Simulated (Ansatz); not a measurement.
## Sn: computed properties

Level of theory: Ansatz 0.2.0, DFT PBE+D3(BJ), scalar-relativistic, plane waves, PAW.

Plane waves to 420 eV, a k mesh through Γ of 16×16×16 on the computed 1-atom cell and Gaussian smearing (0.10 eV); no spin polarisation.

The structure is relaxed at this level of theory with its symmetry kept. This form isn't the element's structure at ambient conditions.

Symmetry: I4/mmm, No. 139, tetragonal system. The conventional cell has a = 3.509 Å, b = 3.509 Å, c = 4.335 Å, α = 90.00°, β = 90.00°, γ = 90.00°. Around Sn (site symmetry 4/mmm) lie 12 Sn at 3.29 to 3.51 Å.

| Property | Result |
| --- | --- |
| Volume per atom | 180.1 bohr³ |
| Kohn–Sham band gap | none (metal) |
| Density of states at the Fermi level | 0.53 states/eV per cell |
| Löwdin character within 0.5 eV of the Fermi level | Sn 5p 81 %, Sn 5s 15 % |
| Bulk modulus | 51 GPa |
| Its pressure derivative | 3.8 |
| Bader charges (e) | Sn (1 in the cell) 0.00 |